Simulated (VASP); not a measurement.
# Si (Fm-3m) in VASP: a series of runs

The runs below take Si through relaxation of the atoms, relaxation of cell and atoms, with PBE.

Everything below comes from runs of VASP 6.6.1. Logs are shortened: lines on timing, memory, paths and dates and some standing lists are left out, and cuts for length are marked.

**1. The crystal as given**

Symmetry: Fm-3m, No. 225, cubic system. Conventional cell: a = 3.822 Å, b = 3.822 Å, c = 3.822 Å, α = 90.00°, β = 90.00°, γ = 90.00°. Around Si (site symmetry m-3m) lie 12 Si at 2.70 Å.

This isn't the form of Si at room conditions, which is diamond.

**2. Relaxation of the atoms, PBE (a relaxed cell with its volume scaled by 1.04)**

INCAR

```
SYSTEM = Si
PREC = Accurate
ENCUT = 300
EDIFF = 1E-7
ISMEAR = 1
SIGMA = 0.1
LREAL = .FALSE.
LASPH = .TRUE.
NELM = 80
ALGO = Normal
ISIF = 2
LWAVE = .FALSE.
LCHARG = .FALSE.
GGA = PE
IBRION = 2
NSW = 40
EDIFFG = -0.01
```

KPOINTS

```
Automatic mesh
0
G
  8 8 8
  0 0 0
```

POSCAR

```
Si                                      
1.0
    0.0000000000      1.9495156890      1.9495156890
    1.9495156890      0.0000000000      1.9495156890
    1.9495156890      1.9495156890      0.0000000000
  Si            
     1
Direct
     0.0000000000000000    0.0000000000000000    0.0000000000000000
```

Potentials or basis: VASP PAW PBE potentials, release 64 (Si).

On the command line:

```sh
cat potpaw_PBE.64/Si/POTCAR > POTCAR
mpirun -np 1 vasp_std > vasp.out
```

OUTCAR:

```text
SYSTEM = Si
   PREC = Accurate
   ENCUT = 300
   EDIFF = 1E-7
   ISMEAR = 1
   LREAL = .FALSE.
   LASPH = .TRUE.
   NELM = 80
   ISIF = 2
   GGA = PE
   IBRION = 2
   NSW = 40
   EDIFFG = -0.01

 ion  position               nearest neighbor table
   1  0.000  0.000  0.000-

  LATTYP: Found a face centered cubic cell.
 ALAT       =     3.8990313780

  Lattice vectors:

 A1 = (   0.0000000000,   1.9495156890,   1.9495156890)
 A2 = (   1.9495156890,   0.0000000000,   1.9495156890)
 A3 = (   1.9495156890,   1.9495156890,   0.0000000000)

Analysis of symmetry for initial positions (statically):
=====================================================================
 Subroutine PRICEL returns:
 Original cell was already a primitive cell.

 Routine SETGRP: Setting up the symmetry group for a
 face centered cubic supercell.

 Subroutine GETGRP returns: Found 48 space group operations
 (whereof 48 operations were pure point group operations)
 out of a pool of 48 trial point group operations.

The static configuration has the point symmetry O_h .

Analysis of symmetry for dynamics (positions and initial velocities):
=====================================================================
 Subroutine PRICEL returns:
 Original cell was already a primitive cell.

 Routine SETGRP: Setting up the symmetry group for a
 face centered cubic supercell.

 Subroutine GETGRP returns: Found 48 space group operations
 (whereof 48 operations were pure point group operations)
 out of a pool of 48 trial point group operations.

The dynamic configuration has the point symmetry O_h .

 Subroutine INISYM returns: Found 48 space group operations
 (whereof 48 operations are pure point group operations),
 and found     1 'primitive' translations

----------------------------------------------------------------------------------------

                                     Primitive cell

  volume of cell :      14.8187

  direct lattice vectors                    reciprocal lattice vectors
     0.000000000  1.949515689  1.949515689    -0.256473955  0.256473955  0.256473955
     1.949515689  0.000000000  1.949515689     0.256473955 -0.256473955  0.256473955
     1.949515689  1.949515689  0.000000000     0.256473955  0.256473955 -0.256473955

  length of vectors
     2.757031527  2.757031527  2.757031527     0.444225922  0.444225922  0.444225922

  position of ions in fractional coordinates (direct lattice)
     0.000000000  0.000000000  0.000000000

  ion indices of the primitive-cell ions
   primitive index   ion index
                 1           1

----------------------------------------------------------------------------------------

 KPOINTS: Automatic mesh

Automatic generation of k-mesh.
 Grid dimensions read from file:
 generate k-points for:    8    8    8

 Generating k-lattice:

  Cartesian coordinates                     Fractional coordinates (reciprocal lattice)
    -0.032059244  0.032059244  0.032059244     0.125000000  0.000000000  0.000000000
     0.032059244 -0.032059244  0.032059244     0.000000000  0.125000000  0.000000000
     0.032059244  0.032059244 -0.032059244     0.000000000  0.000000000  0.125000000

  Length of vectors
     0.055528240  0.055528240  0.055528240

  Shift w.r.t. Gamma in fractional coordinates (k-lattice)
     0.000000000  0.000000000  0.000000000

 Subroutine IBZKPT returns following result:
 ===========================================

 Found     29 irreducible k-points:

 Following reciprocal coordinates:
            Coordinates               Weight
  0.000000  0.000000  0.000000      1.000000
  0.125000  0.000000  0.000000      8.000000
  0.250000  0.000000  0.000000      8.000000
  0.375000  0.000000  0.000000      8.000000
  0.500000  0.000000  0.000000      4.000000
  0.125000  0.125000  0.000000      6.000000
[... 16 lines left out ...]
  0.500000  0.250000  0.125000     48.000000
 -0.375000  0.250000  0.125000     24.000000
 [... further k-points ...]
   k-points           NKPTS =     29   k-points in BZ     NKDIM =     29   number of bands    NBANDS=      6
   number of dos      NEDOS =    301   number of ions     NIONS =      1
   total plane-waves  NPLWV =   4096
   dimension x,y,z NGX =    16 NGY =   16 NGZ =   16
   dimension x,y,z NGXF=    32 NGYF=   32 NGZF=   32
   ions per type =               1
   NGX,Y,Z   is equivalent  to a cutoff of   9.65,  9.65,  9.65 a.u.
   NGXF,Y,Z  is equivalent  to a cutoff of  19.30, 19.30, 19.30 a.u.
 SYSTEM =  Si
   PREC   = accura    normal or accurate (medium, high low for compatibility)
   ISTART =      0    job   : 0-new  1-cont  2-samecut
   ICHARG =      2    charge: 1-file 2-atom 10-const
   ISPIN  =      1    spin polarized calculation?
   LNONCOLLINEAR =      F non collinear calculations
   LSORBIT =      F    spin-orbit coupling
   LASPH  =      T    aspherical Exc in radial PAW
   ENCUT  =  300.0 eV  22.05 Ry    4.70 a.u.   3.89  3.89  3.89*2*pi/ulx,y,z
   NELM   =     80;   NELMIN=  2; NELMDL= -5     # of ELM steps
   EDIFF  = 0.1E-06   stopping-criterion for ELM
   LREAL  =      F    real-space projection
   EDIFFG = -.1E-01   stopping-criterion for IOM
   NSW    =     40    number of steps for IOM
   IBRION =      2    ionic relax: 0-MD 1-quasi-New 2-CG
   NFREE  =      1    steps in history (QN), initial steepest desc. (CG)
   ISIF   =      2    stress and relaxation
   ISYM   =      2    0-nonsym 1-usesym 2-fastsym
   POTIM  = 0.5000    time-step for ionic-motion
   TEBEG  =    0.0;   TEEND  =   0.0 temperature during run
   PSTRESS=    0.0 pullay stress
   NELECT =       4.0000    total number of electrons
   NUPDOWN=      -1.0000    fix difference up-down
   EMIN   =  10.00;   EMAX   =-10.00  energy-range for DOS
   EFERMI =   0.00;   METHOD = LEGACY
   ISMEAR =     1;   SIGMA  =   0.10  broadening in eV -4-tet -1-fermi 0-gaus
   EFERMI_NEDOS =   21; number of points for ismear=-14 and -15
   IALGO  =     38    algorithm
   IMIX   =      4    mixing-type and parameters
     AMIX     =   0.40;   BMIX     =  1.00
     AMIX_MAG =   1.60;   BMIX_MAG =  1.00
  volume/ion in A,a.u.               =      14.82       100.00
  Fermi-wavevector in a.u.,A,eV,Ry     =   1.058014  1.999357 15.230276  1.119394
  Thomas-Fermi vector in A             =   2.193308
   LORBIT       =      0    0 simple, 1 ext, 2 COOP (PROOUT), +10 PAW based schemes
   GGA     = PE    functional components
   LHFCALC =     F    Hartree Fock is set to
   AEXX    =    0.0000 exact exchange contribution
   IVDW    =     0    specifies the selected vdW correction
   LEPSILON=     F    determine dielectric tensor
   LRPA    =     F    only Hartree local field effects (RPA)
 conjugate gradient relaxation of ions
 non-spin polarized calculation
 Methfessel and Paxton  Order N= 1 SIGMA  =   0.10
  energy-cutoff  :      300.00
  volume of cell :       14.82
 maximum number of plane-waves:       190
   NGX =  7   NGY =  7   NGZ =  7

 number of electron       3.9999999 magnetization

 Free energy of the ion-electron system (eV)
  ---------------------------------------------------
  ext. energy  EPLUGINS =         0.00000000
  ---------------------------------------------------
  free energy    TOTEN  =        -4.83812025 eV

  energy without entropy =       -4.83533532  energy(sigma->0) =       -4.83719194

 E-fermi :   9.9613     XC(G=0): -11.1005

 val. band max:        9.9304404371   @ k =  -0.2500   0.2500   0.0000
 cond. band min:       9.9754184628   @ k =  -0.3750   0.2500   0.0000
 fundamental gap:      0.0449780257
 Fermi energy:         9.9613220593

 k-point     1 :       0.0000    0.0000    0.0000
  band No.  band energies     occupation
      1      -4.3785      2.00000
      2      20.7070      0.00000
      3      20.7071      0.00000
      4      20.7071      0.00000
      5      21.7378      0.00000
      6      21.7378      0.00000

 k-point     2 :       0.1250    0.0000    0.0000
  band No.  band energies     occupation
      1      -3.9311      2.00000
      2      16.2881      0.00000
      3      19.4705      0.00000
      4      19.4705      0.00000
      5      22.9218      0.00000
      6      23.4146      0.00000

 k-point     3 :       0.2500    0.0000    0.0000
  band No.  band energies     occupation
      1      -2.5954      2.00000
      2      11.1501     -0.00000
      3      18.5162      0.00000
      4      18.5162      0.00000
      5      22.7777      0.00000
      6      23.1677      0.00000

 k-point     4 :       0.3750    0.0000    0.0000
  band No.  band energies     occupation
      1      -0.3928      2.00000
      2       6.5644      2.00000
      3      18.1878      0.00000
      4      18.1878      0.00000
      5      21.4320      0.00000
      6      21.4320      0.00000

 k-point     5 :       0.5000    0.0000    0.0000
  band No.  band energies     occupation
      1       2.3107      2.00000
      2       3.0580      2.00000
      3      18.1987      0.00000
      4      18.1987      0.00000
      5      20.6831      0.00000
      6      20.6831      0.00000

 k-point     6 :       0.1250    0.1250    0.0000
  band No.  band energies     occupation
      1      -3.7821      2.00000
      2      17.6444      0.00000
      3      17.6444      0.00000
      4      19.3990      0.00000
      5      19.4186      0.00000
      6      23.9395      0.00000

 k-point     7 :       0.2500    0.1250    0.0000
  band No.  band energies     occupation
      1      -2.7428      2.00000
      2      13.1448      0.00000
      3      16.4821      0.00000
      4      18.0832      0.00000
      5      19.9996      0.00000
      6      22.5835      0.00000

 k-point     8 :       0.3750    0.1250    0.0000
  band No.  band energies     occupation
      1      -0.8287      2.00000
      2       8.3812      2.00000
      3      16.0743      0.00000
      4      16.6341      0.00000
      5      19.0232      0.00000
      6      24.7305      0.00000
[... 91 lines left out ...]
 k-point    19 :       0.5000    0.3750    0.0000
  band No.  band energies     occupation
      1       3.0841      2.00000
      2       7.6726      2.00000
      3       9.9282      1.52810
      4      13.3688      0.00000
      5      15.7539      0.00000
      6      19.3299      0.00000

 k-point    20 :      -0.3750    0.3750    0.0000
  band No.  band energies     occupation
      1       5.7404      2.00000
      2       5.8160      2.00000
      3       6.8431      2.00000
      4      14.0137      0.00000
      5      16.5752      0.00000
      6      23.8987      0.00000

 k-point    21 :       0.5000    0.5000    0.0000
  band No.  band energies     occupation
      1       4.6158      2.00000
      2       5.3486      2.00000
      3      12.9782      0.00000
      4      12.9782      0.00000
      5      14.3225      0.00000
      6      16.5312      0.00000

 k-point    22 :       0.3750    0.2500    0.1250
  band No.  band energies     occupation
      1      -1.4144      2.00000
      2      11.8823     -0.00000
      3      12.5441      0.00000
      4      16.5031      0.00000
      5      20.8763      0.00000
      6      21.7893      0.00000

 k-point    23 :       0.5000    0.2500    0.1250
  band No.  band energies     occupation
      1       0.7761      2.00000
      2       7.6656      2.00000
      3      12.0893      0.00000
      4      14.3713      0.00000
      5      21.0968      0.00000
      6      23.2849      0.00000

 k-point    24 :      -0.3750    0.2500    0.1250
  band No.  band energies     occupation
      1       3.4848      2.00000
      2       4.1739      2.00000
      3      12.4343      0.00000
      4      13.2264      0.00000
      5      21.3072      0.00000
      6      22.5043      0.00000

 [... further k-points ...]
[... 5 lines left out ...]
  --------------------------------------------------------------------------------------
  -------------------------------------------------------------------------------------
  Total       -0.2502978     -0.2502978     -0.2502978      0.0000000     -0.0000000      0.0000000
  in kB      -27.0618497    -27.0618497    -27.0618497      0.0000000     -0.0000000      0.0000000
  external PRESSURE =     -27.0618497 kB  Pullay stress =       0.0000000 kB

 VOLUME and BASIS-vectors are now :
 -----------------------------------------------------------------------------
  energy-cutoff  :      300.00
  volume of cell :       14.82
      direct lattice vectors                 reciprocal lattice vectors
     0.000000000  1.949515689  1.949515689    -0.256473955  0.256473955  0.256473955
     1.949515689  0.000000000  1.949515689     0.256473955 -0.256473955  0.256473955
     1.949515689  1.949515689  0.000000000     0.256473955  0.256473955 -0.256473955

 POSITION                                       TOTAL-FORCE (eV/Angst)
 -----------------------------------------------------------------------------------
      0.00000      0.00000      0.00000        -0.000000     -0.000000     -0.000000
 -----------------------------------------------------------------------------------
    total drift:                                0.000000     -0.000000      0.000000

  FREE ENERGIE OF THE ION-ELECTRON SYSTEM (eV)
  ---------------------------------------------------
  free  energy   TOTEN  =        -4.8381202487 eV

  energy  without entropy=       -4.8353353215  energy(sigma->0) =       -4.83719194

 reached required accuracy - stopping structural energy minimisation
```

It took 1.5 s on 1 thread of Intel Xeon Platinum 8488C (Sapphire Rapids), shared host; peak memory 0.11 GiB.

Results:

```yaml
Free_energy: -4.8381 eV
Pressure_after_relaxing: -2.7 GPa
Band_gap_on_the_k_mesh: none (metal or under the smearing width)
```

Final structure:
```
Si
1.0
     0.00000    1.94952    1.94952
     1.94952    0.00000    1.94952
     1.94952    1.94952    0.00000
Si
1
Cartesian
  0.0000 0.0000 0.0000
```

Levels at points of the mesh, in eV from the Fermi level:
| k point | band 1 | band 2 | band 3 | band 4 | band 5 | band 6 |
| --- | --- | --- | --- | --- | --- | --- |
| (0.00, 0.00, 0.00) | -14.34 | 10.75 | 10.75 | 10.75 | 11.78 | 11.78 |
| (0.50, 0.00, 0.00) | -7.65 | -6.90 | 8.24 | 8.24 | 10.72 | 10.72 |
| (0.50, 0.50, 0.00) | -5.35 | -4.61 | 3.02 | 3.02 | 4.36 | 6.57 |

Caveat: the cutoff is under 1.25 times the usual one of these potentials, so pressure, stress and relaxed cells hold a basis-set (Pulay) error; the relaxation stopped at its first step, so nothing moved.

**3. Relaxation of the atoms, PBE (a relaxed cell with its volume scaled by 1.06)**

INCAR is that of step 2.

KPOINTS is that of step 2.

POSCAR

```
Si                                      
1.0
    0.0000000000      1.9619333212      1.9619333212
    1.9619333212      0.0000000000      1.9619333212
    1.9619333212      1.9619333212      0.0000000000
  Si            
     1
Direct
     0.0000000000000000    0.0000000000000000    0.0000000000000000
```

Potentials or basis: VASP PAW PBE potentials, release 64 (Si).

On the command line:

```sh
cat potpaw_PBE.64/Si/POTCAR > POTCAR
mpirun -np 1 vasp_std > vasp.out
```

It took 1.5 s on 1 thread of Intel Xeon Platinum 8488C (Sapphire Rapids), shared host; peak memory 0.1 GiB.

It converged, with:

```
Free energy             : -4.8330 eV
Pressure after relaxing : -3.8 GPa
Band gap on the k mesh  : none (metal or under the smearing width)
```

Final structure:
```
Si
1.0
     0.00000    1.96193    1.96193
     1.96193    0.00000    1.96193
     1.96193    1.96193    0.00000
Si
1
Cartesian
  0.0000 0.0000 0.0000
```

Levels at points of the mesh, in eV from the Fermi level:
| k point | band 1 | band 2 | band 3 | band 4 | band 5 | band 6 |
| --- | --- | --- | --- | --- | --- | --- |
| (0.00, 0.00, 0.00) | -14.16 | 10.53 | 10.53 | 10.53 | 11.71 | 11.71 |
| (0.50, 0.00, 0.00) | -7.59 | -6.78 | 8.07 | 8.07 | 10.67 | 10.67 |
| (0.50, 0.50, 0.00) | -5.25 | -4.60 | 2.97 | 2.97 | 4.40 | 6.47 |

Caveat: the cutoff is under 1.25 times the usual one of these potentials, so pressure, stress and relaxed cells hold a basis-set (Pulay) error; the relaxation stopped at its first step, so nothing moved.

[end of part 1 of 2]
